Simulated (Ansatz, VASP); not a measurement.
One calculation of AlN, 3 ways

```
Al N
1.0
     3.11300    0.00000    0.00000
    -1.55650    2.69594    0.00000
     0.00000    0.00000    4.98100
Al N
2 2
Direct
  0.66667 0.33333 0.50000
  0.33333 0.66667 0.00000
  0.66667 0.33333 0.88000
  0.33333 0.66667 0.38000
```

Alike in all runs: task single point; functional PBEsol; k mesh 10 × 10 × 6; occupations gaussian, width 0.1 eV; no spin polarisation; no spin-orbit coupling. Pressure is positive in compression and, in plane waves, holds the error of the finite cutoff, which Ansatz's Pulay term estimates and takes out.

```csv
program and potentials,plane-wave cutoff (eV),notes,band gap (eV),pressure (GPa),largest force (eV/Å)
"Ansatz, Ansatz PAW",420,"potentials made for PBE, which Ansatz adapts in part; Pulay term of +0.52 GPa included",4.13,0.25,0.130
"VASP, PBE PAW files Al, N, 520 eV",520,potentials made for PBE,4.15,0.17,0.132
"VASP, PBE PAW files Al, N, 500 eV",500,potentials made for PBE,4.15,0.18,0.132
```

Force on atom 1 (Al), eV/Å:

```json
{"program and potentials": "Ansatz, Ansatz PAW", "x": "0.000", "y": "0.000", "z": "-0.130"}
{"program and potentials": "VASP, PBE PAW files Al, N, 520 eV", "x": "0.000", "y": "0.000", "z": "-0.132"}
{"program and potentials": "VASP, PBE PAW files Al, N, 500 eV", "x": "0.000", "y": "0.000", "z": "-0.132"}
```

The band gap spans 4.13 (Ansatz, Ansatz PAW) to 4.15 eV (VASP, PBE PAW files Al, N, 500 eV). The pressure spans 0.17 (VASP, PBE PAW files Al, N, 520 eV) to 0.25 GPa (Ansatz, Ansatz PAW).

The functional is the same throughout but for its coding, so the spread measures potentials, basis and numerics; runs on potential files found faulty are left out.
